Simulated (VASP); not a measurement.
# TiN (Fm-3m) in VASP: further runs

Runs on TiN. Level: PBE. Tasks: relaxation of cell and atoms.

Everything below comes from runs of VASP 6.6.1. Logs are shortened: lines on timing, memory, paths and dates and some standing lists are left out, and cuts for length are marked.

### Step 1. Starting point

It takes space group Fm-3m (No. 225, cubic). Conventional cell: a = 4.238 Å, b = 4.238 Å, c = 4.238 Å, α = 90.00°, β = 90.00°, γ = 90.00°. Ti (site symmetry m-3m) has 6 N at 2.12 Å as nearest neighbours. N (site symmetry m-3m) is surrounded by 6 Ti at 2.12 Å.

### Step 2. Relaxation of cell and atoms, PBE

INCAR reads:

```
SYSTEM = TiN
  PREC = Accurate
  ENCUT = 520
  EDIFF = 1E-7
  ISMEAR = 0
  SIGMA = 0.02
  LREAL = .FALSE.
  LASPH = .TRUE.
  NELM = 80
  ALGO = Normal
  ISIF = 3
  LWAVE = .FALSE.
  LCHARG = .FALSE.
  GGA = PE
  IBRION = 2
  NSW = 80
  EDIFFG = -0.15
```

KPOINTS reads:

```
regular mesh
0
G
  12 12 12
  0 0 0
```

POSCAR reads:

```
TiN
1.0
    0.0000000000      2.1190000000      2.1190000000
    2.1190000000      0.0000000000      2.1190000000
    2.1190000000      2.1190000000      0.0000000000
Ti N
1 1
Direct
    0.0000000000      0.0000000000      0.0000000000
    0.5000000000      0.5000000000      0.5000000000
```

Potentials or basis: VASP PAW PBE potentials, release 64 (Ti_sv, N).

On the command line:

```
> cat potpaw_PBE.64/Ti_sv/POTCAR potpaw_PBE.64/N/POTCAR > POTCAR
> mpirun -np 1 vasp_std > vasp.out
```

OUTCAR:

```text
SYSTEM = TiN
   PREC = Accurate
   ENCUT = 520
   EDIFF = 1E-7
   ISMEAR = 0
   LREAL = .FALSE.
   LASPH = .TRUE.
   NELM = 80
   ISIF = 3
   GGA = PE
   IBRION = 2
   NSW = 80
   EDIFFG = -0.15

 ion  position               nearest neighbor table
   1  0.000  0.000  0.000-   2 2.12   2 2.12   2 2.12   2 2.12   2 2.12   2 2.12
   2  0.500  0.500  0.500-   1 2.12   1 2.12   1 2.12   1 2.12   1 2.12   1 2.12

  LATTYP: Found a face centered cubic cell.
 ALAT       =     4.2380000000

  Lattice vectors:

 A1 = (   0.0000000000,   2.1190000000,   2.1190000000)
 A2 = (   2.1190000000,   0.0000000000,   2.1190000000)
 A3 = (   2.1190000000,   2.1190000000,   0.0000000000)

Analysis of symmetry for initial positions (statically):
=====================================================================
 Subroutine PRICEL returns:
 Original cell was already a primitive cell.

 Routine SETGRP: Setting up the symmetry group for a
 face centered cubic supercell.

 Subroutine GETGRP returns: Found 48 space group operations
 (whereof 48 operations were pure point group operations)
 out of a pool of 48 trial point group operations.

The static configuration has the point symmetry O_h .

Analysis of symmetry for dynamics (positions and initial velocities):
=====================================================================
 Subroutine PRICEL returns:
 Original cell was already a primitive cell.

 Routine SETGRP: Setting up the symmetry group for a
 face centered cubic supercell.

 Subroutine GETGRP returns: Found 48 space group operations
 (whereof 48 operations were pure point group operations)
 out of a pool of 48 trial point group operations.

The dynamic configuration has the point symmetry O_h .

 Subroutine INISYM returns: Found 48 space group operations
 (whereof 48 operations are pure point group operations),
 and found     1 'primitive' translations

----------------------------------------------------------------------------------------

                                     Primitive cell

  volume of cell :      19.0293

  direct lattice vectors                    reciprocal lattice vectors
     0.000000000  2.119000000  2.119000000    -0.235960359  0.235960359  0.235960359
     2.119000000  0.000000000  2.119000000     0.235960359 -0.235960359  0.235960359
     2.119000000  2.119000000  0.000000000     0.235960359  0.235960359 -0.235960359

  length of vectors
     2.996718539  2.996718539  2.996718539     0.408695330  0.408695330  0.408695330

  position of ions in fractional coordinates (direct lattice)
     0.000000000  0.000000000  0.000000000
     0.500000000  0.500000000  0.500000000

  ion indices of the primitive-cell ions
   primitive index   ion index
                 1           1
                 2           2

----------------------------------------------------------------------------------------

 KPOINTS: regular mesh

Automatic generation of k-mesh.
 Grid dimensions read from file:
 generate k-points for:   12   12   12

 Generating k-lattice:

  Cartesian coordinates                     Fractional coordinates (reciprocal lattice)
    -0.019663363  0.019663363  0.019663363     0.083333333  0.000000000  0.000000000
     0.019663363 -0.019663363  0.019663363     0.000000000  0.083333333  0.000000000
     0.019663363  0.019663363 -0.019663363     0.000000000  0.000000000  0.083333333

  Length of vectors
     0.034057944  0.034057944  0.034057944

  Shift w.r.t. Gamma in fractional coordinates (k-lattice)
     0.000000000  0.000000000  0.000000000

 Subroutine IBZKPT returns following result:
 ===========================================

 Found     72 irreducible k-points:

 Following reciprocal coordinates:
            Coordinates               Weight
  0.000000  0.000000  0.000000      1.000000
  0.083333  0.000000  0.000000      8.000000
  0.166667  0.000000  0.000000      8.000000
  0.250000  0.000000  0.000000      8.000000
  0.333333  0.000000  0.000000      8.000000
  0.416667  0.000000  0.000000      8.000000
[... 16 lines left out ...]
  0.500000  0.166667  0.000000     24.000000
 -0.416667  0.166667  0.000000     24.000000
 [... further k-points ...]
   k-points           NKPTS =     72   k-points in BZ     NKDIM =     72   number of bands    NBANDS=     12
   number of dos      NEDOS =    301   number of ions     NIONS =      2
   total plane-waves  NPLWV =  13824
   dimension x,y,z NGX =    24 NGY =   24 NGZ =   24
   dimension x,y,z NGXF=    48 NGYF=   48 NGZF=   48
   ions per type =               1   1
   NGX,Y,Z   is equivalent  to a cutoff of  13.31, 13.31, 13.31 a.u.
   NGXF,Y,Z  is equivalent  to a cutoff of  26.63, 26.63, 26.63 a.u.
 SYSTEM =  TiN
   PREC   = accura    normal or accurate (medium, high low for compatibility)
   ISTART =      0    job   : 0-new  1-cont  2-samecut
   ICHARG =      2    charge: 1-file 2-atom 10-const
   ISPIN  =      1    spin polarized calculation?
   LNONCOLLINEAR =      F non collinear calculations
   LSORBIT =      F    spin-orbit coupling
   LASPH  =      T    aspherical Exc in radial PAW
   ENCUT  =  520.0 eV  38.22 Ry    6.18 a.u.   5.57  5.57  5.57*2*pi/ulx,y,z
   NELM   =     80;   NELMIN=  2; NELMDL= -5     # of ELM steps
   EDIFF  = 0.1E-06   stopping-criterion for ELM
   LREAL  =      F    real-space projection
   EDIFFG = -.1E+00   stopping-criterion for IOM
   NSW    =     80    number of steps for IOM
   IBRION =      2    ionic relax: 0-MD 1-quasi-New 2-CG
   NFREE  =      1    steps in history (QN), initial steepest desc. (CG)
   ISIF   =      3    stress and relaxation
   ISYM   =      2    0-nonsym 1-usesym 2-fastsym
   POTIM  = 0.5000    time-step for ionic-motion
   TEBEG  =    0.0;   TEEND  =   0.0 temperature during run
   PSTRESS=    0.0 pullay stress
   NELECT =      17.0000    total number of electrons
   NUPDOWN=      -1.0000    fix difference up-down
   EMIN   =  10.00;   EMAX   =-10.00  energy-range for DOS
   EFERMI =   0.00;   METHOD = LEGACY
   ISMEAR =     0;   SIGMA  =   0.02  broadening in eV -4-tet -1-fermi 0-gaus
   EFERMI_NEDOS =   21; number of points for ismear=-14 and -15
   IALGO  =     38    algorithm
   IMIX   =      4    mixing-type and parameters
     AMIX     =   0.40;   BMIX     =  1.00
     AMIX_MAG =   1.60;   BMIX_MAG =  1.00
  volume/ion in A,a.u.               =       9.51        64.21
  Fermi-wavevector in a.u.,A,eV,Ry     =   1.576704  2.979539 33.824024  2.485996
  Thomas-Fermi vector in A             =   2.677497
   LORBIT       =      0    0 simple, 1 ext, 2 COOP (PROOUT), +10 PAW based schemes
   GGA     = PE    functional components
   LHFCALC =     F    Hartree Fock is set to
   AEXX    =    0.0000 exact exchange contribution
   IVDW    =     0    specifies the selected vdW correction
   LEPSILON=     F    determine dielectric tensor
   LRPA    =     F    only Hartree local field effects (RPA)
 conjugate gradient relaxation of ions
 non-spin polarized calculation
 Gauss-broadening in eV      SIGMA  =   0.02
  energy-cutoff  :      520.00
  volume of cell :       19.03
 maximum number of plane-waves:       532
 NGX is ok and might be reduce to    24
   NGX = 11   NGY = 11   NGZ = 11

 number of electron      17.0000002 magnetization

 Free energy of the ion-electron system (eV)
  ---------------------------------------------------
  ext. energy  EPLUGINS =         0.00000000
  ---------------------------------------------------
  free energy    TOTEN  =       -19.63652477 eV

  energy without entropy =      -19.63611623  energy(sigma->0) =      -19.63632050

 E-fermi :  11.4295     XC(G=0): -13.0351

 val. band max:       11.4245202278   @ k =   0.5000   0.2500   0.0833
 cond. band min:      11.4347389275   @ k =   0.1667   0.0000   0.0000
 fundamental gap:      0.0102186997
 Fermi energy:        11.4295403440

 k-point     1 :       0.0000    0.0000    0.0000
  band No.  band energies     occupation
      1     -46.3889      2.00000
      2     -22.3661      2.00000
      3     -22.3661      2.00000
      4     -22.3661      2.00000
      5      -5.6339      2.00000
      6       9.4376      2.00000
      7       9.4376      2.00000
      8       9.4376      2.00000
      9      10.8641      2.00000
     10      10.8641      2.00000
     11      10.8641      2.00000
     12      12.0598      0.00000

 k-point     2 :       0.0833    0.0000    0.0000
  band No.  band energies     occupation
      1     -46.3824      2.00000
      2     -22.4117      2.00000
      3     -22.3699      2.00000
      4     -22.3699      2.00000
      5      -5.4986      2.00000
      6       8.7088      2.00000
      7       8.8974      2.00000
      8       8.8974      2.00000
      9      11.0513      2.00000
     10      11.0513      2.00000
     11      11.2174      2.00000
     12      12.6389      0.00000

 k-point     3 :       0.1667    0.0000    0.0000
  band No.  band energies     occupation
      1     -46.3646      2.00000
      2     -22.5347      2.00000
      3     -22.3802      2.00000
      4     -22.3802      2.00000
      5      -5.1159      2.00000
      6       7.3579      2.00000
      7       7.9830      2.00000
      8       7.9830      2.00000
      9      11.4347      0.71317
     10      11.4347      0.71316
     11      11.6895      0.00000
     12      13.8107      0.00000

 k-point     4 :       0.2500    0.0000    0.0000
  band No.  band energies     occupation
      1     -46.3402      2.00000
      2     -22.6987      2.00000
      3     -22.3943      2.00000
      4     -22.3943      2.00000
      5      -4.5529      2.00000
      6       5.9295      2.00000
      7       7.1517      2.00000
      8       7.1517      2.00000
      9      11.9576      0.00000
     10      11.9576      0.00000
     11      12.1854      0.00000
     12      15.0588      0.00000

 k-point     5 :       0.3333    0.0000    0.0000
  band No.  band energies     occupation
      1     -46.3156      2.00000
      2     -22.8587      2.00000
      3     -22.4084      2.00000
      4     -22.4084      2.00000
      5      -3.9203      2.00000
      6       4.6562      2.00000
      7       6.5178      2.00000
      8       6.5178      2.00000
      9      12.5278      0.00000
     10      12.5278      0.00000
     11      12.8011      0.00000
     12      16.1598      0.00000
[... 228 lines left out ...]
      1     -46.3160      2.00000
      2     -22.7541      2.00000
      3     -22.4576      2.00000
      4     -22.4549      2.00000
      5      -4.2323      2.00000
      6       5.1256      2.00000
      7       6.9765      2.00000
      8       7.4520      2.00000
      9      10.6792      2.00000
     10      12.8968      0.00000
     11      13.3180      0.00000
     12      14.2562      0.00000

 k-point    22 :       0.4167    0.1667    0.0000
  band No.  band energies     occupation
      1     -46.2958      2.00000
      2     -22.8687      2.00000
      3     -22.4837      2.00000
      4     -22.4649      2.00000
      5      -3.7830      2.00000
      6       4.5509      2.00000
      7       6.3018      2.00000
      8       6.8592      2.00000
      9      11.3347      2.00000
     10      13.2522      0.00000
     11      13.6482      0.00000
     12      15.2591      0.00000

 k-point    23 :       0.5000    0.1667    0.0000
  band No.  band energies     occupation
      1     -46.2832      2.00000
      2     -22.9374      2.00000
      3     -22.5136      2.00000
      4     -22.4603      2.00000
      5      -3.4541      2.00000
      6       4.1132      2.00000
      7       6.0043      2.00000
      8       6.4241      2.00000
      9      12.0885      0.00000
     10      13.3205      0.00000
     11      13.7550      0.00000
     12      16.2117      0.00000

 k-point    24 :      -0.4167    0.1667    0.0000
  band No.  band energies     occupation
      1     -46.2815      2.00000
      2     -22.9446      2.00000
      3     -22.5350      2.00000
      4     -22.4450      2.00000
      5      -3.3666      2.00000
      6       3.9817      2.00000
      7       6.0389      2.00000
      8       6.1959      2.00000
      9      12.7433      0.00000
     10      13.0662      0.00000
     11      13.5855      0.00000
     12      15.9561      0.00000

 [... further k-points ...]

------------------------ aborting loop because EDIFF is reached ----------------------------------------

  FORCE on cell =-STRESS in cart. coord.  units (eV):
  Direction    XX          YY          ZZ          XY          YZ          ZX
  --------------------------------------------------------------------------------------
  -------------------------------------------------------------------------------------
  Total        0.2623287      0.2623287      0.2623287      0.0000000      0.0000000     -0.0000000
  in kB       22.0868362     22.0868362     22.0868362      0.0000000      0.0000000     -0.0000000
  external PRESSURE =      22.0868362 kB  Pullay stress =       0.0000000 kB

 VOLUME and BASIS-vectors are now :
 -----------------------------------------------------------------------------
  energy-cutoff  :      520.00
  volume of cell :       19.03
      direct lattice vectors                 reciprocal lattice vectors
     0.000000000  2.119000000  2.119000000    -0.235960359  0.235960359  0.235960359
     2.119000000  0.000000000  2.119000000     0.235960359 -0.235960359  0.235960359
     2.119000000  2.119000000  0.000000000     0.235960359  0.235960359 -0.235960359

 POSITION                                       TOTAL-FORCE (eV/Angst)
 -----------------------------------------------------------------------------------
      0.00000      0.00000      0.00000        -0.000000      0.000000      0.000000
      2.11900      2.11900      2.11900         0.000000     -0.000000     -0.000000
 -----------------------------------------------------------------------------------
    total drift:                                0.000000     -0.000000     -0.000000

  FREE ENERGIE OF THE ION-ELECTRON SYSTEM (eV)
  ---------------------------------------------------
  free  energy   TOTEN  =       -19.6365247717 eV

  energy  without entropy=      -19.6361162348  energy(sigma->0) =      -19.63632050

 reached required accuracy - stopping structural energy minimisation
```

Run time: 7.4 s. Hardware: 1 thread of Intel Xeon 6975P-C (Granite Rapids), shared host; peak memory 0.15 GiB.

Results:

* Free energy: -19.6365 eV
* Pressure after relaxing: 2.2 GPa
* Band gap on the k mesh: none (metal or under the smearing width)

Final structure:
```xyz
2
Lattice="0.0000 2.1190 2.1190 2.1190 0.0000 2.1190 2.1190 2.1190 0.0000" Properties=species:S:1:pos:R:3 pbc="T T T"
Ti    0.0000    0.0000    0.0000
N     2.1190    2.1190    2.1190
```

Caveat: the relaxation stopped at its first step, so nothing moved.

### Step 3. Relaxation of cell and atoms, PBE

INCAR is that of step 2.

KPOINTS is that of step 2.

POSCAR reads:

```
TiN                                     
1.0
    0.0000000000      2.1190000000      2.1190000000
    2.1190000000      0.0000000000      2.1190000000
    2.1190000000      2.1190000000      0.0000000000
  Ti              N             
     1     1
Direct
     0.0000000000000000    0.0000000000000000    0.0000000000000000
     0.5000000000000000    0.5000000000000000    0.5000000000000000
```

Potentials or basis: VASP PAW PBE potentials, release 64 (Ti_sv, N).

On the command line:

```
> cat potpaw_PBE.64/Ti_sv/POTCAR potpaw_PBE.64/N/POTCAR > POTCAR
> mpirun -np 1 vasp_std > vasp.out
```

It took 7.3 s on 1 thread of Intel Xeon 6975P-C (Granite Rapids), shared host; peak memory 0.14 GiB.

It converged, with:

| Item | Value |
| --- | --- |
| Free energy | -19.6365 eV |
| Pressure after relaxing | 2.2 GPa |
| Band gap on the k mesh | none (metal or under the smearing width) |

Final structure:
```
Ti N
1.0
     0.00000    2.11900    2.11900
     2.11900    0.00000    2.11900
     2.11900    2.11900    0.00000
Ti N
1 1
Direct
  0.00000 0.00000 0.00000
  0.50000 0.50000 0.50000
```

Levels at points of the mesh, in eV from the Fermi level:
```csv
k point,band 5,band 6,band 7,band 8,band 9,band 10,band 11,band 12
"(0.00, 0.00, 0.00)",-17.06,-1.99,-1.99,-1.99,-0.57,-0.57,-0.57,0.63
"(0.50, 0.00, 0.00)",-14.60,-8.04,-5.44,-5.44,1.74,1.74,2.41,5.80
"(0.50, 0.50, 0.00)",-15.65,-5.78,-3.18,-3.18,-3.02,1.69,2.44,2.44
```

Caveat: the relaxation stopped at its first step, so nothing moved.
